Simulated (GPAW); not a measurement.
# Pb (Fm-3m) in GPAW: further runs

One crystal, Pb, is run at these levels: PBE; tasks: single point.

Program: GPAW 26.7.0. These are calculated values, not measurements. Logs are shortened: lines on timing, memory, paths and dates and some standing lists are left out, and cuts for length are marked. The log counts tension as positive stress, the text compression.

### 1 Starting point

It takes space group Fm-3m (No. 225, cubic). Conventional cell: a = 4.950 Å, b = 4.950 Å, c = 4.950 Å, α = 90.00°, β = 90.00°, γ = 90.00°. Pb (site symmetry m-3m) is surrounded by 12 Pb at 3.50 Å.

### 2 Single point, PBE

The input, run.py:

```python
from ase.dft.bandgap import bandgap
from ase.io import read, write
from ase.units import GPa
from gpaw import GPAW, PW

atoms = read('POSCAR')

calc = GPAW(mode=PW(250),
            xc='PBE',
            kpts={'size': (9, 9, 9), 'gamma': True},
            occupations={'name': 'fermi-dirac', 'width': 0.05},
            nbands=14,
            convergence={'density': 1e-05, 'energy': 1e-05},
            maxiter=75,
            txt='gpaw.txt')
atoms.calc = calc
energy = atoms.get_potential_energy()
forces = atoms.get_forces()
stress = atoms.get_stress()
calc.write('gs.gpw')
write('result.traj', atoms)
print(f'Energy: {energy:.6f} eV')
print('Forces (eV/A):')
print(forces.round(4))
print('Stress (GPa):', (stress / GPa).round(3))
print('Fermi level:', round(calc.get_fermi_level(), 4), 'eV')
print(f'Gap: {bandgap(calc)[0]:.4f} eV, direct: {bandgap(calc, direct=True)[0]:.4f} eV')
```

The input, POSCAR:

```
Pb
1.0
    0.0000000000      2.4750200000      2.4750200000
    2.4750200000      0.0000000000      2.4750200000
    2.4750200000      2.4750200000      0.0000000000
Pb
1
Direct
    0.0000000000      0.0000000000      0.0000000000
```

Potentials or basis: GPAW PAW data sets (gpaw-data 1.2.1), pw.

Run with:

```sh
> OMP_NUM_THREADS=1 python run.py
```

gpaw.txt:

```text
__  _  _
 | _ |_)|_||  |
 |__||  | ||/\| - 26.7.0

Input parameters:
  mode=PW(ecut=250.0),
  convergence={'density': 1e-05, 'energy': 1e-05},
  kpts=MonkhorstPack(size=(9, 9, 9), gamma=True),
  maxiter=75,
  nbands=14,
  occupations=Occupations(name='fermi-dirac', width=0.05),
  xc=XC(name='PBE')

Diagonalizing LCAO Hamiltonian
Converting LCAO to pw mode

       Pb

Atoms  # Å, Bohr magnetons
|   | symbol |        x |        y |        z |    initial magnetic moments |
|---|--------|----------|----------|----------|-----------------------------|
| 0 |     Pb | 0.000000 | 0.000000 | 0.000000 | ( 0.0000,  0.0000,  0.0000) |

Unit cell  # Å
| periodic |        x |        y |        z |  lengths |    angles |
|----------|----------|----------|----------|----------|-----------|
|      yes | 0.000000 | 2.475020 | 2.475020 | 3.500207 | 60.000000 |
|      yes | 2.475020 | 0.000000 | 2.475020 | 3.500207 | 60.000000 |
|      yes | 2.475020 | 2.475020 | 0.000000 | 3.500207 | 60.000000 |

Number of symmetries: 48
Symmetry operations  # r_c * U_cc + t_c -> r_c
|    | kind |            matrix            |
|----|------|------------------------------|
|  0 |  σ   |  1, 0, 0,  1, 0,-1,  1,-1, 0 |
|  1 |  C2  |  1, 0, 0,  1,-1, 0,  1, 0,-1 |
|  2 |  E   |  1, 0, 0,  0, 1, 0,  0, 0, 1 |
|  3 |  σ   |  1, 0, 0,  0, 0, 1,  0, 1, 0 |
|  4 |  C4  |  1, 0,-1,  1, 0, 0,  1,-1, 0 |
|  5 |  S6  |  1, 0,-1,  1,-1, 0,  1, 0, 0 |
|  6 |  σ   |  1, 0,-1,  0, 1,-1,  0, 0,-1 |
|  7 |  C3  |  1, 0,-1,  0, 0,-1,  0, 1,-1 |
|  8 |  S6  |  1,-1, 0,  1, 0, 0,  1, 0,-1 |
|  9 |  C4  |  1,-1, 0,  1, 0,-1,  1, 0, 0 |
| 10 |  C3  |  1,-1, 0,  0,-1, 1,  0,-1, 0 |
| 11 |  σ   |  1,-1, 0,  0,-1, 0,  0,-1, 1 |
| 12 |  σ   |  0, 1, 0,  1, 0, 0,  0, 0, 1 |
| 13 |  C4  |  0, 1, 0,  0, 1,-1, -1, 1, 0 |
| 14 |  C3  |  0, 1, 0,  0, 0, 1,  1, 0, 0 |
| 15 |  S6  |  0, 1, 0, -1, 1, 0,  0, 1,-1 |
| 16 |  C2  |  0, 1,-1,  1, 0,-1,  0, 0,-1 |
| 17 |  σ   |  0, 1,-1,  0, 1, 0, -1, 1, 0 |
| 18 |  S4  |  0, 1,-1,  0, 0,-1,  1, 0,-1 |
| 19 |  C4  |  0, 1,-1, -1, 1, 0,  0, 1, 0 |
| 20 |  C3  |  0, 0, 1,  1, 0, 0,  0, 1, 0 |
| 21 |  σ   |  0, 0, 1,  0, 1, 0,  1, 0, 0 |
| 22 |  S6  |  0, 0, 1,  0,-1, 1, -1, 0, 1 |
| 23 |  C4  |  0, 0, 1, -1, 0, 1,  0,-1, 1 |
| 24 |  S4  |  0, 0,-1,  1, 0,-1,  0, 1,-1 |
| 25 |  C3  |  0, 0,-1,  0, 1,-1,  1, 0,-1 |
| 26 |  C2  |  0, 0,-1,  0,-1, 0, -1, 0, 0 |
| 27 |  S6  |  0, 0,-1, -1, 0, 0,  0,-1, 0 |
| 28 |  S4  |  0,-1, 1,  1,-1, 0,  0,-1, 0 |
| 29 |  C4  |  0,-1, 1,  0, 0, 1, -1, 0, 1 |
| 30 |  C2  |  0,-1, 1,  0,-1, 0,  1,-1, 0 |
| 31 |  σ   |  0,-1, 1, -1, 0, 1,  0, 0, 1 |
| 32 |  C3  |  0,-1, 0,  1,-1, 0,  0,-1, 1 |
| 33 |  S6  |  0,-1, 0,  0, 0,-1, -1, 0, 0 |
| 34 |  S4  |  0,-1, 0,  0,-1, 1,  1,-1, 0 |
| 35 |  C2  |  0,-1, 0, -1, 0, 0,  0, 0,-1 |
| 36 |  C2  | -1, 1, 0,  0, 1, 0,  0, 1,-1 |
| 37 |  S6  | -1, 1, 0,  0, 1,-1,  0, 1, 0 |
| 38 |  S4  | -1, 1, 0, -1, 0, 1, -1, 0, 0 |
| 39 |  C3  | -1, 1, 0, -1, 0, 0, -1, 0, 1 |
| 40 |  S6  | -1, 0, 1,  0, 0, 1,  0,-1, 1 |
| 41 |  C2  | -1, 0, 1,  0,-1, 1,  0, 0, 1 |
| 42 |  C3  | -1, 0, 1, -1, 1, 0, -1, 0, 0 |
| 43 |  S4  | -1, 0, 1, -1, 0, 0, -1, 1, 0 |
| 44 |  C2  | -1, 0, 0,  0, 0,-1,  0,-1, 0 |
| 45 |  i   | -1, 0, 0,  0,-1, 0,  0, 0,-1 |
| 46 |  σ   | -1, 0, 0, -1, 1, 0, -1, 0, 1 |
| 47 |  C2  | -1, 0, 0, -1, 0, 1, -1, 1, 0 |

BZ-sampling:
  Number of BZ points: 729
  Number of IBZ points: 35

  Monkhorst-Pack size: [9, 9, 9]
  Monkhorst-Pack shift: [0, 0, 0]

K-points  # in reciprocal-cell coordinates
|     |                                coordinates |     weight |
|-----|--------------------------------------------|------------|
|   0 | (  0.00000000,   0.00000000,   0.00000000) | 0.00137174 |
|   1 | (  0.11111111,   0.11111111,   0.00000000) | 0.00823045 |
|   2 | (  0.11111111,   0.11111111,   0.11111111) | 0.01097394 |
|   3 | (  0.22222222,   0.11111111,   0.11111111) | 0.01646091 |
|   4 | (  0.22222222,   0.22222222,   0.00000000) | 0.00823045 |
|   5 | (  0.22222222,   0.22222222,   0.11111111) | 0.03292181 |
|   6 | (  0.22222222,   0.22222222,   0.22222222) | 0.01097394 |
|   7 | (  0.33333333,   0.22222222,   0.11111111) | 0.03292181 |
|   8 | (  0.33333333,   0.22222222,   0.22222222) | 0.03292181 |
|   9 | (  0.33333333,   0.33333333,  -0.33333333) | 0.01646091 |
| ... |                                            |            |
|  34 | (  0.44444444,   0.44444444,   0.44444444) | 0.01097394 |

Plane wave coefficients: 290
Cutoff: 250.0 eV

Spin-components: 1 (collinear spins)
Bands:           14
Projectors:      6
Spin-degeneracy: 2
Datatype:        complex128

Parallelization:
  kpt:    1
  domain: 1
  band:   1

Density:
  Valence electrons: 14.0
  Components: 1
  Grid points: [14 14 14]
  Charge: 0.0  # |e|

Potential:
  Grid points: [14 14 14]

species:
  Pb:
    name:    Lead
    Z:       82.0
    valence: 14
    core:    68
    charge:  0.0  # [|e|]
    compensation charges:
      type: gauss
      rc: 0.38  # [Å]
      lmax: 2
    cutoffs:
      filter: 2.36  # [Å]
      core: 2.43  # [Å]
    projectors
    | kind |    occ | energy [eV] | rcut [Å] |
    |------|--------|-------------|----------|
    |   6s |  2.000 |     -11.969 |    1.259 |
    |   6p |  2.000 |      -3.506 |    1.275 |
    |   5d | 10.000 |     -21.211 |    1.217 |
    |    s |        |      15.243 |    1.259 |
    |    p |        |      23.705 |    1.275 |
    |    d |        |       6.001 |    1.217 |

    Using partial waves for Pb as LCAO basis

Reference energy: -567274.463364  # eV

eigensolver:
  PPCG
  Converge bands: occupied
  niter=2

density mixing:
  MSR1-Mixer
  Pratt-step length: 0.05
  Maximum mixing coefficient: 0.75
  Old densities: 10
  SVD Regularization: 0.005
  Good broyden scale: 1.0
  Trust region scale: 1.0
  Backstep threshold: 4.0
  History deletion threshold: 6.0
  Fourier metric: weight=20.0, sigma=0.015

occupation numbers:
  Fermi-Dirac:
    width: 0.0500  # eV

poisson solver:
  ecut: 2000.0  # eV

xc functional:
  name: PBE with 2 nearest neighbor stencil

convergence criteria:
- Maximum integral of absolute [dens]ity change: 1e-05 electrons / valence electron
- Maximum [total energy] change in last 3 cyles: 1e-05 eV / valence electron
- Maximum integral of absolute [eigenst]ate change: 4e-08 eV^2 / valence electron
maximum number of iterations: 75

SCF iterations
|iter     | |      energy | eigst |  dens |
|---------|-|-------------|-------|-------|
|iter:   1| |   -3.006375 | -0.95 |       |
|iter:   2| |   -3.004957 | -3.39 | -1.65 |
|iter:   3| |   -2.992285 | -3.16 | -1.68 |
|iter:   4| |   -2.992135 | -4.11 | -2.24 |
|iter:   5| |   -2.992189 | -5.41 | -2.96 |
|iter:   6| |   -2.992193c| -6.26 | -3.62 |
|iter:   7| |   -2.992193c| -8.11c| -4.73 |
|iter:   8| |   -2.992193c| -8.14c| -5.02c|

Converged in 8 steps
Energy contributions relative to reference atoms: (reference = -567274.463364)

Energy contributions:
  Kinetic:          33.346829
  Coulomb:         -32.072571
  Zero:              0.473791
  External:          0.000000
  Xc:               -4.738684
  Entropy:          -0.003117
  Spinorbit:         0.000000
  ----------------------------
  Free energy:      -2.993752
  Extrapolated:     -2.992193

dipole moment: (-20.825907, -20.825907, -20.825907)  # |e|*Ang

Fermi level: 7.485
Eigenvalues  # (at kpt = [0.000, 0.000, 0.000])
| band index |      eig [eV] | occ [0-2] |
|------------|---------------|-----------|
|          0 |        -9.328 |     2.000 |
|          1 |        -9.328 |     2.000 |
|          2 |        -9.328 |     2.000 |
|          3 |        -9.190 |     2.000 |
|          4 |        -9.190 |     2.000 |
|          5 |        -4.088 |     2.000 |
|          6 |        15.012 |     0.000 |
|          7 |        15.012 |     0.000 |
|          8 |        15.012 |     0.000 |
|          9 |        17.458 |     0.000 |
|         10 |        19.060 |     0.000 |
|         11 |        20.144 |     0.000 |
|         12 |        20.144 |     0.000 |
|         13 |        20.144 |     0.000 |

No gap
No difference between direct/indirect transitions

Forces  # eV/Ang
|        x |       y |       z |
|----------|---------|---------|
| -0.00000 | 0.00000 | 0.00000 |  # Pb   0

Stress tensor  # eV/Ang^3
|        x |         y |         z |
|----------|-----------|-----------|
| 0.010822 |  0.000000 |  0.000000 |
| 0.000000 |  0.010822 | -0.000000 |
| 0.000000 | -0.000000 |  0.010822 |

# Writing to gs.gpw (mode='')
```

Run time: 3.3 s. Hardware: 1 thread of Arm Neoverse V2, shared host; peak memory 0.12 GiB.

These settings aren't checked as converged: the numbers below hold their error.

Results:

- Free energy: -2.9938 eV
- Pressure: -1.7 GPa
- Band gap on the k mesh: none (metal or under the smearing width)

Caveat: the cutoff is short for stress and forces, so pressures can be off by a GPa or more.

### 3 Single point, PBE

run.py, as its differences from that of step 2:

```diff
@@ -1,3 +1,4 @@
 from ase.dft.bandgap import bandgap
-from ase.io import read, write
+from ase.io import write
+from ase.spacegroup import crystal
 from ase.units import GPa
@@ -5,7 +6,12 @@
 
-atoms = read('POSCAR')
+# Pb 4a
+atoms = crystal(['Pb'],
+                basis=[[0.0, 0.0, 0.0]],
+                spacegroup=225, setting=1,  # Fm-3m
+                cellpar=[4.95004, 4.95004, 4.95004, 90.0, 90.0, 90.0],
+                primitive_cell=True)
 
-calc = GPAW(mode=PW(250),
+calc = GPAW(mode=PW(600),
             xc='PBE',
-            kpts={'size': (9, 9, 9), 'gamma': True},
+            kpts={'size': (7, 7, 7), 'gamma': True},
             occupations={'name': 'fermi-dirac', 'width': 0.05},
@@ -13,3 +19,3 @@
             convergence={'density': 1e-05, 'energy': 1e-05},
-            maxiter=75,
+            maxiter=100,
             txt='gpaw.txt')
```

Potentials or basis: GPAW PAW data sets (gpaw-data 1.2.1), pw.

Run with:

```sh
> OMP_NUM_THREADS=1 python run.py
```

Run time: 3.8 s. Hardware: 1 thread of Arm Neoverse V2, shared host; peak memory 0.13 GiB.

The run converged. Its results:

```
Free energy            : -3.8172 eV
Pressure               : 2.7 GPa
Band gap on the k mesh : none (metal or under the smearing width)
```

Levels at points of the mesh, in eV from the Fermi level:
| k point | band 3 | band 4 | band 5 | band 6 | band 7 | band 8 | band 9 | band 10 |
| --- | --- | --- | --- | --- | --- | --- | --- | --- |
| (0.00, 0.00, 0.00) | -16.99 | -16.85 | -16.85 | -11.63 | 7.45 | 7.45 | 7.45 | 9.89 |

Spin-orbit coupling is left out, which matters for the levels of Pb.
